At first sight hybrid functionals should line up by one number, the share of exact exchange: the larger the share, the wider the gap. Diamond spoils this ranking. HSE06 and PBE0 both contain 25 % exact exchange, yet their gaps differ by 0.72 eV. The distance over which the exchange acts matters as well as its share.

Diamond in the same unrelaxed two-atom cell, computed with VASP 6.6.1 using hybrid functionals and Hartree–Fock (HF), without spin polarisation or spin–orbit coupling. All rows use the recommended PBE PAW potentials, a 520 eV plane-wave cutoff, a 7 × 7 × 7 k mesh and Fermi–Dirac smearing of 0.05 eV; gaps are taken along a path of special points.

| functional | gap on path (eV) | direct gap on path (eV) |
| --- | --- | --- |
| B3LYP | 6.004 | 7.443 |
| HF | 11.458 | 13.903 |
| HSE03 | 5.054 | 6.746 |
| HSE06 | 5.314 | 6.993 |
| HSEsol | 5.244 | 6.959 |
| PBE-EpsX | 5.440 | 7.023 |
| PBE0 | 6.032 | 7.700 |
| PBEsol0 | 5.771 | 7.611 |
| SCAN0 | 6.272 | 8.012 |
| TPSSh | 4.924 | 6.636 |
| r2SCAN-EpsX | 5.542 | 7.169 |
| r2SCAN0 | 6.118 | 7.798 |

The column "gap on path" is the smallest energy from the highest filled to the lowest empty state, wherever these lie along the path. The "direct gap on path" keeps both states at the same wave vector. The measured gap is roughly 5.5 eV, a recalled value, and the zero-point motion of the atoms has already lowered it by some 0.3 to 0.4 eV. These calculations hold the atoms still, so a good functional should give some 5.8 to 5.9 eV.

**The top of the table: B3LYP and HF.** B3LYP lands close to that aim, while HF, with full exact exchange, overshoots by far. A hydrogen atom shows why exact exchange opens a gap. There exact exchange frees the one electron from repulsion by its own charge, but an electron added to an empty level still feels nearly the whole repulsion of the charge already there. Filled levels therefore sink relative to empty ones. The likeness ends at screening: in diamond the other electrons rearrange and weaken the interaction, and HF leaves this out.

The printed HF gap should not be used, even as a poor value. The path was run without a cutoff of the Coulomb interaction, and its direct gap is 0.94 eV below that on the regular mesh, whereas in the ten rows other than HF and PBEsol0 the two agree to within 0.001 eV. The mesh gives an HF gap of 12.8 eV, about twice that of PBE0. Full unscreened exchange is thus a limiting case to learn from, not a level to choose for this gap.

**The HSE rows.** These functionals keep exact exchange at short distance and replace it by a semilocal form, built from the local density and its gradient, at long distance. A screening parameter ω sets the changeover: with ω = 0 HSE06 becomes PBE0, and with very large ω no exact exchange is left. For small ω the effect can be estimated. An electron's exchange hole, the region from which it keeps others of its spin away, is compact, and across it the long-range interaction is nearly constant at 2ωe²/√π.

A share a of exact exchange then lowers each filled level by V = 2aωe²/√π and leaves empty levels where they are. The semilocal form gives every electron, old or newly added, the energy −V/2, and so lowers both kinds of level by V/2. Going from HSE06 to PBE0 should therefore push the valence edge down and the conduction edge up by V/2 each. With a = 0.25, ω = 0.2 Å⁻¹ and e² = 14.4 eV Å, this is 0.25 × 0.2 × 14.4/√π ≈ 0.41 eV.

On the regular mesh the calculated edges move by 0.36 eV down and 0.38 eV up; from HSEsol to PBEsol0 they move by 0.37 eV down and 0.36 eV up. These edges are counted from the program's internal zero, which rows with the same cell and potentials share; it is not the vacuum level. The nearly even split is what the picture demands, and the estimate has no constant adjusted to these rows. It is somewhat too large, as one would expect for a real hole of finite size, over which the long-range interaction already falls off. For HSE03, where ω is 0.3 Å⁻¹, the excess grows to about a quarter of the calculated shift. As long as the hole is small against the distance 1/ω, a reader can guess another case from the product of share and ω. In solids with a small gap the hole is usually wider, and the estimate should be expected to overshoot more.

This split matters when the bands of two solids are to be lined up, because that needs the edges themselves and not only the gap. Between HSE06 and PBE0 the valence edge alone moves by 0.36 eV. Band edges from different functionals should therefore not be combined.

**PBE-EpsX, PBE0 and PBEsol0.** PBE-EpsX sets the share to the inverse of the dielectric constant, here 17.1 %. Its gap is 0.59 eV below that of PBE0, or about 0.075 eV for each percentage point. The result lies close to the measured gap, but that is the wrong target for atoms at rest; against the aim for atoms at rest it is about 0.4 eV too low.

Two limits suggest why. At large distance the other electrons weaken the interaction by the whole dielectric constant, and its inverse is the right share. At very short distance they cannot respond, and the share should approach one. PBE-EpsX is right far away but too weak nearby, whereas HSE06 drops exact exchange far away, where some should remain. PBE0 has too much at long distance and too little at very short distance. Scaling the steps from HSE06 and HSE03 to PBE0 down to a share of 17.1 % puts the long-range excess at about 0.2 to 0.3 eV, against an overshoot of the aim by 0.18 eV, so any shortfall at short distance is small for this gap. The table shows the order of the gaps; this reading of it is an argument from theory.

PBEsol0 carries the same path fault as HF, in milder form. Its printed gap is 0.26 eV below that of PBE0, but on the mesh the difference is only 0.08 eV. HSEsol and HSE06, both free of the fault, differ by nearly the same small amount. The change from PBE to PBEsol is therefore a minor choice for this gap.

**The last four rows.** TPSSh, with only 10 % exact exchange, gives the smallest gap in the table and falls about 0.9 eV short of the aim. At 25 %, replacing PBE by r2SCAN adds 0.09 eV, and replacing it by SCAN adds 0.24 eV. At the smaller share of the two EpsX rows, r2SCAN again adds about 0.1 eV. The semilocal part thus moves the gap less than the steps from PBE0 to HSE06 or to PBE-EpsX, but it is not negligible: the step to SCAN is about as large as that from HSE03 to HSE06.

B3LYP makes the same point. With 20 % exact exchange, its gap should lie almost 0.4 eV below that of PBE0 if only the share counted, yet the two nearly agree. The direct gap of B3LYP is nevertheless 0.26 eV smaller. Agreement in one gap does not guarantee the same bands, and since several ingredients differ at once, the table cannot tell which one is responsible.

For the gap of diamond to about 0.3 eV, PBE0 and B3LYP serve, and so does PBEsol0 when judged by its mesh gap; r2SCAN0 and r2SCAN-EpsX lie at the limit on either side, while HSE06 falls about half an electronvolt short. This ranking should not be carried over to solids with a much larger dielectric constant, such as silicon: there a share of 25 % at long distance is far too much, and PBE0 is expected to give too wide a gap. A demand for 0.1 eV goes beyond this table, because the aim itself is no surer than that and the coarse mesh was not refined. The grid for exact exchange was also coarser in some rows, HSE06 and PBE-EpsX among them, than in PBE0. Its effect on the gap was not tested alone but is probably small: on the regular mesh the step from PBE to PBEsol is nearly the same between HSE06 and HSEsol, whose grids differ, as between PBE0 and PBEsol0, whose grids do not, though the last two also differ in the cutoff of the Coulomb interaction. Refining the mesh is costly: the work for exact exchange grows with pairs of wave vectors, so twice as many mean roughly four times the work. A small share such as that of TPSSh saves none of it, and the EpsX recipe needs a dielectric constant besides. The output below lists the steps between levels and the estimate beside the calculated edges.

Output of the analysis:

```
Gaps in eV:
          row  mesh less path gap  mesh less path direct gap  usable gap  less measured 5.5  less static aim
        B3LYP              0.1246                    -0.0003       6.004              0.504            0.154
           HF               1.293                     0.9363       12.63              7.126            6.776
        HSE03              0.1185                     0.0001       5.054             -0.446           -0.796
        HSE06              0.1093                     0.0005       5.314             -0.186           -0.536
       HSEsol              0.1048                    -0.0001       5.244             -0.256           -0.606
     PBE-EpsX               0.112                     0.0004        5.44              -0.06            -0.41
         PBE0              0.1258                    -0.0001       6.032              0.532            0.182
      PBEsol0              0.3102                      0.079       5.955             0.4554           0.1054
        SCAN0              0.1271                    -0.0001       6.272              0.772            0.422
        TPSSh              0.1109                    -0.0001       4.924             -0.576           -0.926
  r2SCAN-EpsX              0.1407                    -0.0002       5.542              0.042           -0.308
      r2SCAN0              0.1348                    -0.0003       6.118              0.618            0.268
Sound path gaps, highest less lowest (eV): 1.348
Range, PBE0 less HSE06, gap (eV): 0.718
Range, PBE0 less HSE06, direct gap (eV): 0.707
Range, PBE0 less HSE03, gap (eV): 0.978
Range, HSE06 less HSE03, gap (eV): 0.26
Valence edge, PBE0 less HSE06 (eV): -0.3581
Conduction edge on mesh, PBE0 less HSE06 (eV): 0.3764
Estimated shift of each edge, screening 0.2 per A (eV): 0.4062
Valence edge, PBE0 less HSE03 (eV): -0.4863
Conduction edge on mesh, PBE0 less HSE03 (eV): 0.499
Estimated shift of each edge, screening 0.3 per A (eV): 0.6093
Fraction, PBE0 less PBE-EpsX, gap (eV): 0.592
Fraction, r2SCAN0 less r2SCAN-EpsX, gap (eV): 0.576
PBE gap rise per percentage point of exact exchange (eV): 0.07494
Semilocal part, r2SCAN0 less PBE0, gap (eV): 0.086
Semilocal part, SCAN0 less PBE0, gap (eV): 0.24
PBEsol0 less PBE0, path gap with artefact (eV): -0.261
PBEsol0 less PBE0, mesh gap (eV): -0.0766
HSEsol less HSE06, mesh gap (eV): -0.0745
B3LYP less PBE0, gap (eV): -0.028
B3LYP less PBE0, direct gap (eV): -0.257
HF mesh gap over PBE0 mesh gap (ratio): 2.071
```
